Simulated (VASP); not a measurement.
W, 1 atom in the cell. Symmetry: Im-3m, No. 229, cubic system. The conventional cell has a = 3.125 Å, b = 3.125 Å, c = 3.125 Å, α = 90.00°, β = 90.00°, γ = 90.00°. Around W (site symmetry m-3m) lie 8 W at 2.71 Å.  The cell isn't the ideal one: a relaxed cell with its volume scaled by 0.97.

| Property | Result |
| --- | --- |
| Program | VASP 6.6.1 |
| Task | single point |
| Functional | PBEsol |
| Potentials or basis | VASP PAW PBE potentials, release 64 (W_sv) |
| Cutoff | 520 eV |
| k mesh | 18 × 18 × 18 |
| Occupations | gaussian, width 0.1 eV |
| Spin | no spin polarisation |
| Further INCAR settings | ALGO = Fast; EDIFF = 1e-07 |

Potentials or basis: VASP PAW PBE potentials, release 64 (W_sv).

Command:

```sh
$ cat potpaw_PBE.64/W_sv/POTCAR > POTCAR
$ mpirun -np 1 vasp_std > vasp.out
```

Hardware: 1 thread of Intel(R) Xeon(R) Platinum 8488C (Sapphire Rapids), with other jobs on the host.

**Question.** How long does it take, and how much memory?

**Answer.** Run time: 19 s on 1 thread of Intel(R) Xeon(R) Platinum 8488C (Sapphire Rapids), on a shared host, peak memory 0.15 GiB. Counts: scf iterations 15, k points 195.
